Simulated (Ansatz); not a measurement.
Theory: DFT PBE, scalar-relativistic, plane waves, PAW in Ansatz. All cells share a 420 eV cutoff and Γ-centred k meshes spaced at most about 0.3 Å⁻¹ (2π included). No spin polarisation.

These are static total energies at zero pressure.

Compare these two cells of ZrSi2O6, each relaxed at this level.

A.

```
Zr Si O
1.0
     4.98732   -2.50341    0.00000
     4.98732    2.50341    0.00000
    -0.18573    0.00000    5.89476
Zr Si O
1 2 6
Direct
  0.54281 0.45719 0.50000
  0.98620 0.51968 0.15472
  0.48032 0.01380 0.84528
  0.87542 0.37127 0.31609
  0.15376 0.30652 0.93076
  0.62873 0.12458 0.68391
  0.20833 0.56879 0.29717
  0.69348 0.84624 0.06924
  0.43121 0.79167 0.70283
```

B.

```
Zr Si O
1.0
     2.60598   -4.98067    0.00000
     2.60598    4.98067    0.00000
     0.00000    0.00000    6.04030
Zr Si O
1 2 6
Cartesian
  2.6060 0.0000 3.0202
  1.3030 2.4903 5.1026
  1.3030 -2.4903 0.9377
  3.6765 -1.1751 4.1654
  2.6060 2.7566 0.0000
  3.6765 1.1751 1.8749
  1.5355 1.1751 4.1654
  2.6060 -2.7566 0.0000
  1.5355 -1.1751 1.8749
```

Question: Which is lower in energy, and by how much?

Answer: A is lower, by 7 meV/atom. A has space group C2 (No. 5), 16.4 Å³/atom and a gap of 5.16 eV on its mesh; B has space group C222 (No. 21), 17.4 Å³/atom and a gap of 5.05 eV. The denser one is the lower, and pressure would at first widen the difference. In A, Zr is surrounded by 4 O at 1.96–1.97 Å; around Si lie 4 O at 1.63–1.64 Å; O on its first site has 1 Si at 1.63 Å and 1 Zr at 1.97 Å; 2 more sites not described. In B, Zr has 4 O at 1.96 Å; Si is surrounded by 4 O at 1.63 Å; around O on a site of symmetry 1 lie 1 Si at 1.63 Å and 1 Zr at 1.96 Å; 1 more site not described. Origin: A, invented, then shaken at random and relaxed again; B, invented. Shaken at random and relaxed again, B falls into A, 7 meV/atom lower, so it is a saddle point or a shallow minimum. Checks on A: phonons real on a 2×2×1 q mesh, imaginary between its points (to 109i cm⁻¹, which can come from the interpolation).

Kohn–Sham gaps at this level usually fall short of measured ones. Cells without such a test can be saddle points.
